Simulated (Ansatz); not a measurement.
The system is WS2.

```
CELL_PARAMETERS angstrom
1.57900 0.91164 6.16333
-1.57900 0.91164 6.16333
0.00000 -1.82327 6.16333
ATOMIC_POSITIONS crystal
W 0.00000 0.00000 0.00000
S 0.58100 0.58100 0.58100
S 0.75030 0.75030 0.75030
```

Measurements of this composition are mostly on another form, of space group No. 194.

- Program: Ansatz 0.2.0
- Task: relaxation of cell and atoms
- Functional: PBEsol
- Potentials or basis: all-electron LAPW, scalar-relativistic
- Basis error allowed: 0.002 eV/atom
- k mesh: 10 × 10 × 10
- Occupations: fermi-dirac, width 0.05 eV
- Spin: no spin polarisation

At the start: volume 17.74 Å³/atom.

**Question.** How do energy, volume and symmetry change on relaxing?

**Answer.** Over 6 steps the energy falls by 3.5 meV/atom and the volume is 18.24 Å³/atom (+2.8 %); space group R3m (No. 160, to 0.05 Å).

Step by step:
| step | energy change (eV) | largest force (eV/Å) | volume (Å³) |
| --- | --- | --- | --- |
| 1 | 0.0000 | 0.5992 | 53.23 |
| 2 | -0.0085 | 0.1776 | 53.61 |
| 3 | -0.0096 | 0.0957 | 54.05 |
| 4 | -0.0098 | 0.0673 | 54.88 |
| 5 | -0.0104 | 0.0007 | 54.73 |
| 6 | -0.0104 | 0.0007 | 54.73 |

Final structure:
```
W S
1.0
     1.57411    0.90881    6.37567
    -1.57411    0.90881    6.37567
     0.00000   -1.81763    6.37567
W S
1 2
Direct
  0.99933 0.99933 0.99933
  0.58408 0.58408 0.58408
  0.74789 0.74789 0.74789
```
